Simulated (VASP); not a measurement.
# Pt (Fm-3m) in VASP: notebook

The runs below take Pt through relaxation of cell and atoms, vibrations by finite differences, with PBE.

Program: VASP 6.6.1. These are calculated values, not measurements. Logs are shortened: lines on timing, memory, paths and dates and some standing lists are left out, and cuts for length are marked.

**1. The crystal as given**

The structure is cubic, space group Fm-3m (No. 225). Conventional cell: a = 3.922 Å, b = 3.922 Å, c = 3.922 Å, α = 90.00°, β = 90.00°, γ = 90.00°. Pt (site symmetry m-3m) has 12 Pt at 2.77 Å as nearest neighbours.

**2. Relaxation of cell and atoms, PBE**

INCAR reads:

```
SYSTEM = Pt
ALGO = Normal
EDIFF = 1E-7
EDIFFG = -0.002
ENCUT = 520
GGA = PE
IBRION = 2
ISIF = 3
ISMEAR = 0
LASPH = .TRUE.
LCHARG = .FALSE.
LREAL = .FALSE.
LWAVE = .FALSE.
NELM = 80
NSW = 80
PREC = Accurate
SIGMA = 0.1
```

KPOINTS reads:

```
k-points
0
G
  6 6 6
  0 0 0
```

POSCAR reads:

```
Pt
1.0
    0.0000000000      1.9609000000      1.9609000000
    1.9609000000      0.0000000000      1.9609000000
    1.9609000000      1.9609000000      0.0000000000
Pt
1
Direct
    0.0000000000      0.0000000000      0.0000000000
```

Potentials or basis: VASP PAW PBE potentials, release 64 (Pt).

Command:

```sh
$ cat potpaw_PBE.64/Pt/POTCAR > POTCAR
$ mpirun -np 1 vasp_std > vasp.out
```

OUTCAR:

```text
SYSTEM = Pt
   EDIFF = 1E-7
   EDIFFG = -0.002
   ENCUT = 520
   GGA = PE
   IBRION = 2
   ISIF = 3
   ISMEAR = 0
   LASPH = .TRUE.
   LREAL = .FALSE.
   NELM = 80
   NSW = 80
   PREC = Accurate

 ion  position               nearest neighbor table
   1  0.000  0.000  0.000-

  LATTYP: Found a face centered cubic cell.
 ALAT       =     3.9218000000

  Lattice vectors:

 A1 = (   0.0000000000,   1.9609000000,   1.9609000000)
 A2 = (   1.9609000000,   0.0000000000,   1.9609000000)
 A3 = (   1.9609000000,   1.9609000000,   0.0000000000)

Analysis of symmetry for initial positions (statically):
=====================================================================
 Subroutine PRICEL returns:
 Original cell was already a primitive cell.

 Routine SETGRP: Setting up the symmetry group for a
 face centered cubic supercell.

 Subroutine GETGRP returns: Found 48 space group operations
 (whereof 48 operations were pure point group operations)
 out of a pool of 48 trial point group operations.

The static configuration has the point symmetry O_h .

Analysis of symmetry for dynamics (positions and initial velocities):
=====================================================================
 Subroutine PRICEL returns:
 Original cell was already a primitive cell.

 Routine SETGRP: Setting up the symmetry group for a
 face centered cubic supercell.

 Subroutine GETGRP returns: Found 48 space group operations
 (whereof 48 operations were pure point group operations)
 out of a pool of 48 trial point group operations.

The dynamic configuration has the point symmetry O_h .

 Subroutine INISYM returns: Found 48 space group operations
 (whereof 48 operations are pure point group operations),
 and found     1 'primitive' translations

----------------------------------------------------------------------------------------

                                     Primitive cell

  volume of cell :      15.0798

  direct lattice vectors                    reciprocal lattice vectors
     0.000000000  1.960900000  1.960900000    -0.254984956  0.254984956  0.254984956
     1.960900000  0.000000000  1.960900000     0.254984956 -0.254984956  0.254984956
     1.960900000  1.960900000  0.000000000     0.254984956  0.254984956 -0.254984956

  length of vectors
     2.773131374  2.773131374  2.773131374     0.441646899  0.441646899  0.441646899

  position of ions in fractional coordinates (direct lattice)
     0.000000000  0.000000000  0.000000000

[... 89 lines left out ...]
  Thomas-Fermi vector in A             =   2.547760
   LORBIT       =      0    0 simple, 1 ext, 2 COOP (PROOUT), +10 PAW based schemes
   GGA     = PE    functional components
   LHFCALC =     F    Hartree Fock is set to
   AEXX    =    0.0000 exact exchange contribution
   IVDW    =     0    specifies the selected vdW correction
   LEPSILON=     F    determine dielectric tensor
   LRPA    =     F    only Hartree local field effects (RPA)
 conjugate gradient relaxation of ions
 non-spin polarized calculation
 Gauss-broadening in eV      SIGMA  =   0.10
  energy-cutoff  :      520.00
  volume of cell :       15.08
 maximum number of plane-waves:       419
 NGX is ok and might be reduce to    24
   NGX = 11   NGY = 11   NGZ = 11

--------------------------------------- Ionic step        1  -------------------------------------------

 number of electron      10.0000000 magnetization

 Free energy of the ion-electron system (eV)
  ---------------------------------------------------
  ext. energy  EPLUGINS =         0.00000000
  ---------------------------------------------------
  free energy    TOTEN  =        -6.19565101 eV

  energy without entropy =       -6.18890013  energy(sigma->0) =       -6.19227557

------------------------ aborting loop because EDIFF is reached ----------------------------------------

  FORCE on cell =-STRESS in cart. coord.  units (eV):
  Direction    XX          YY          ZZ          XY          YZ          ZX
  --------------------------------------------------------------------------------------
  -------------------------------------------------------------------------------------
  Total        0.6368425      0.6368425      0.6368425     -0.0000000      0.0000000     -0.0000000
  in kB       67.6622293     67.6622293     67.6622293     -0.0000000      0.0000000     -0.0000000
  external PRESSURE =      67.6622293 kB  Pullay stress =       0.0000000 kB
[... 22 lines left out ...]
--------------------------------------- Ionic step        2  -------------------------------------------

 number of electron       9.9999999 magnetization

 E-fermi :   9.5697     XC(G=0): -12.9572

 val. band max:        9.5492851148   @ k =   0.5000   0.5000   0.0000
 cond. band min:       9.5836460886   @ k =   0.5000   0.0000   0.0000
 fundamental gap:      0.0343609738
 Fermi energy:         9.5696856585

 k-point     1 :       0.0000    0.0000    0.0000
  band No.  band energies     occupation
      1       0.3685      2.00000
      2       6.3066      2.00000
      3       6.3066      2.00000
      4       6.3066      2.00000
      5       8.1526      2.00000
      6       8.1526      2.00000
      7      24.4581      0.00000
      8      28.9093      0.00000
      9      28.9093      0.00000
[... 241 lines left out ...]
  FREE ENERGIE OF THE ION-ELECTRON SYSTEM (eV)
  ---------------------------------------------------
  free  energy   TOTEN  =        -6.2032728803 eV

  energy  without entropy=       -6.1961727888  energy(sigma->0) =       -6.19972283

[... ionic steps 4 to 13 ...]

--------------------------------------- Ionic step       14  -------------------------------------------

 number of electron      10.0000001 magnetization

------------------------ aborting loop because EDIFF is reached ----------------------------------------
[... 65 lines left out ...]
--------------------------------------- Ionic step       16  -------------------------------------------

 number of electron      10.0000001 magnetization

 Free energy of the ion-electron system (eV)
  ---------------------------------------------------
  ext. energy  EPLUGINS =         0.00000000
  ---------------------------------------------------
  free energy    TOTEN  =        -6.20327545 eV

  energy without entropy =       -6.19618131  energy(sigma->0) =       -6.19972838

 E-fermi :  10.7779     XC(G=0): -13.3518

 val. band max:       10.7586418240   @ k =   0.5000   0.5000   0.0000
 cond. band min:      10.7952082408   @ k =   0.5000   0.0000   0.0000
 fundamental gap:      0.0365664168
 Fermi energy:        10.7779051031

 k-point     1 :       0.0000    0.0000    0.0000
  band No.  band energies     occupation
      1       0.8571      2.00000
      2       7.1305      2.00000
      3       7.1305      2.00000
      4       7.1305      2.00000
      5       9.1924      2.00000
      6       9.1924      2.00000
      7      25.5166      0.00000
      8      30.3384      0.00000
      9      30.3384      0.00000
[... 206 lines left out ...]
  FREE ENERGIE OF THE ION-ELECTRON SYSTEM (eV)
  ---------------------------------------------------
  free  energy   TOTEN  =        -6.2032754466 eV

  energy  without entropy=       -6.1961813105  energy(sigma->0) =       -6.19972838

 reached required accuracy - stopping structural energy minimisation
```

OSZICAR:

```text
N       E                     dE             d eps       ncg     rms          rms(c)
DAV:   1     0.391724730030E+02    0.39172E+02   -0.56047E+03   296   0.103E+03
DAV:   2    -0.605754911807E+01   -0.45230E+02   -0.44111E+02   327   0.191E+02
DAV:   3    -0.658712668747E+01   -0.52958E+00   -0.52883E+00   365   0.203E+01
DAV:   4    -0.658841834886E+01   -0.12917E-02   -0.12916E-02   316   0.104E+00
[... 79 lines left out ...]
  15 F= -.62032755E+01 E0= -.61997287E+01  d E =-.474753E-07
       N       E                     dE             d eps       ncg     rms          rms(c)
DAV:   1    -0.620327568571E+01   -0.14529E-06   -0.42098E-06   292   0.222E-02    0.299E-03
DAV:   2    -0.620327548645E+01    0.19927E-06   -0.52338E-07   264   0.643E-03    0.133E-03
DAV:   3    -0.620327544660E+01    0.39843E-07   -0.61865E-08   144   0.209E-03
  16 F= -.62032754E+01 E0= -.61997284E+01  d E =-.677153E-08
```

Run time: 12 s. Hardware: 1 thread of Intel Xeon 6975P-C (Granite Rapids), shared host; peak memory 0.14 GiB.

Results:

```yaml
Free_energy: -6.2033 eV
Relaxed_volume: 15.45 Å³/atom
Relaxed_cell: a = 2.796 Å, b = 2.796 Å, c = 2.796 Å, α = 60.00°, β = 60.00°, γ = 60.00°
Space_group_after_relaxing_to_0.05_Å: Fm-3m (No. 225)
Energy_gained_by_relaxing: 7.6 meV/atom
Ionic_steps: 16
Pressure_after_relaxing: 0.0 GPa
Band_gap_on_the_k_mesh: none (metal or under the smearing width)
```

The path:
```
step  energy change (eV)  largest force (eV/Å)  pressure (GPa)  volume (Å³)
   1              0.0000                0.0000            6.77        15.08
   2              0.0433                0.0000          -14.10        16.51
   3             -0.0076                0.0000           -0.09        15.46
   4             -0.0076                0.0000            0.02        15.45
   5             -0.0076                0.0000            0.02        15.45
   6             -0.0076                0.0000            0.02        15.45
   7             -0.0076                0.0000            0.02        15.45
   8             -0.0076                0.0000            0.02        15.45
   9             -0.0076                0.0000            0.02        15.45
  10             -0.0076                0.0000            0.02        15.45
  11             -0.0076                0.0000            0.02        15.45
  12             -0.0076                0.0000            0.02        15.45
  13             -0.0076                0.0000            0.02        15.45
  14             -0.0076                0.0000            0.02        15.45
  15             -0.0076                0.0000            0.02        15.45
  16             -0.0076                0.0000            0.00        15.45
```

Final structure:
```
Pt
1.0
     0.00000    1.97692    1.97692
     1.97692    0.00000    1.97692
     1.97692    1.97692    0.00000
Pt
1
Direct
  0.00000 0.00000 0.00000
```

Caveat: the k mesh is coarse (spacing up to 0.46 Å⁻¹), so the values aren't converged. Zero-point motion and thermal expansion aren't in these numbers.

**3. Relaxation of cell and atoms, PBE**

This run uses another cell than the first one, of 15.45 Å³/atom, 1.025 times its volume.

INCAR is that of step 2.

KPOINTS is that of step 2.

POSCAR reads:

```
Pt                                      
1.0
    0.0000000000      1.9769175493      1.9769175493
    1.9769175493      0.0000000000      1.9769175493
    1.9769175493      1.9769175493      0.0000000000
  Pt            
     1
Direct
     0.0000000000000000    0.0000000000000000    0.0000000000000000
```

Potentials or basis: VASP PAW PBE potentials, release 64 (Pt).

Command:

```sh
$ cat potpaw_PBE.64/Pt/POTCAR > POTCAR
$ mpirun -np 1 vasp_std > vasp.out
```

OUTCAR:

```text
SYSTEM = Pt
   EDIFF = 1E-7
   EDIFFG = -0.002
   ENCUT = 520
   GGA = PE
   IBRION = 2
   ISIF = 3
   ISMEAR = 0
   LASPH = .TRUE.
   LREAL = .FALSE.
   NELM = 80
   NSW = 80
   PREC = Accurate

 ion  position               nearest neighbor table
   1  0.000  0.000  0.000-

  LATTYP: Found a face centered cubic cell.
 ALAT       =     3.9538350986

  Lattice vectors:

 A1 = (   0.0000000000,   1.9769175493,   1.9769175493)
 A2 = (   1.9769175493,   0.0000000000,   1.9769175493)
[... 365 lines left out ...]
      9      22.5935      0.00000

------------------------ aborting loop because EDIFF is reached ----------------------------------------

  FORCE on cell =-STRESS in cart. coord.  units (eV):
  Direction    XX          YY          ZZ          XY          YZ          ZX
  --------------------------------------------------------------------------------------
  -------------------------------------------------------------------------------------
  Total       -0.0004499     -0.0004499     -0.0004499      0.0000000      0.0000000      0.0000000
  in kB       -0.0466447     -0.0466447     -0.0466447      0.0000000      0.0000000      0.0000000
  external PRESSURE =      -0.0466447 kB  Pullay stress =       0.0000000 kB

 VOLUME and BASIS-vectors are now :
 -----------------------------------------------------------------------------
  energy-cutoff  :      520.00
  volume of cell :       15.45
      direct lattice vectors                 reciprocal lattice vectors
     0.000000000  1.976917549  1.976917549    -0.252918995  0.252918995  0.252918995
     1.976917549  0.000000000  1.976917549     0.252918995 -0.252918995  0.252918995
     1.976917549  1.976917549  0.000000000     0.252918995  0.252918995 -0.252918995

 POSITION                                       TOTAL-FORCE (eV/Angst)
 -----------------------------------------------------------------------------------
      0.00000      0.00000      0.00000        -0.000000     -0.000000      0.000000
 -----------------------------------------------------------------------------------
    total drift:                               -0.000000      0.000000     -0.000000

  FREE ENERGIE OF THE ION-ELECTRON SYSTEM (eV)
  ---------------------------------------------------
  free  energy   TOTEN  =        -6.2036476469 eV

  energy  without entropy=       -6.1965543916  energy(sigma->0) =       -6.20010102

 reached required accuracy - stopping structural energy minimisation
```

OSZICAR:

```text
N       E                     dE             d eps       ncg     rms          rms(c)
DAV:   1     0.373949910979E+02    0.37395E+02   -0.53681E+03   288   0.101E+03
DAV:   2    -0.616107193724E+01   -0.43556E+02   -0.42617E+02   325   0.191E+02
DAV:   3    -0.659938213610E+01   -0.43831E+00   -0.43622E+00   351   0.191E+01
DAV:   4    -0.660069494193E+01   -0.13128E-02   -0.13126E-02   347   0.104E+00
DAV:   5    -0.660070479931E+01   -0.98574E-05   -0.98577E-05   336   0.732E-02    0.117E+01
DAV:   6    -0.624857074731E+01    0.35213E+00   -0.90101E-01   298   0.873E+00    0.608E+00
DAV:   7    -0.620707120789E+01    0.41500E-01   -0.17458E-01   300   0.376E+00    0.232E+00
DAV:   8    -0.620390868024E+01    0.31625E-02   -0.56396E-03   307   0.730E-01    0.627E-01
DAV:   9    -0.620364618291E+01    0.26250E-03   -0.13103E-04   297   0.116E-01    0.603E-02
DAV:  10    -0.620364783224E+01   -0.16493E-05   -0.32623E-06   333   0.172E-02    0.781E-03
DAV:  11    -0.620364763351E+01    0.19873E-06   -0.32723E-08   214   0.214E-03    0.110E-03
DAV:  12    -0.620364764693E+01   -0.13423E-07   -0.30978E-09   149   0.454E-04
   1 F= -.62036476E+01 E0= -.62001010E+01  d E =-.620365E+01
```

Run time: 2.1 s. Hardware: 1 thread of Intel Xeon 6975P-C (Granite Rapids), shared host; peak memory 0.14 GiB.

What came out:

* Free energy: -6.2036 eV
* Pressure after relaxing: 0.0 GPa
* Band gap on the k mesh: none (metal or under the smearing width)

Final structure:
```
Pt
1.0
     0.00000    1.97692    1.97692
     1.97692    0.00000    1.97692
     1.97692    1.97692    0.00000
Pt
1
Cartesian
  0.0000 0.0000 0.0000
```

Levels at points of the mesh, in eV from the Fermi level:
```
           k point  band 3  band 4  band 5  band 6  band 7  band 8
(0.00, 0.00, 0.00)   -3.65   -3.65   -1.59   -1.59   14.74   19.56
(0.50, 0.00, 0.00)   -3.71   -0.35    0.02    0.02    5.66   14.30
(0.50, 0.50, 0.00)   -0.02    0.45    0.45    1.85    8.62   11.34
```

Caveat: the k mesh is coarse (spacing up to 0.46 Å⁻¹), so the values aren't converged; the relaxation stopped at its first step, so nothing moved. Spin-orbit coupling is left out, which matters for the levels of Pt.

(Continued in part 2 of 2.)
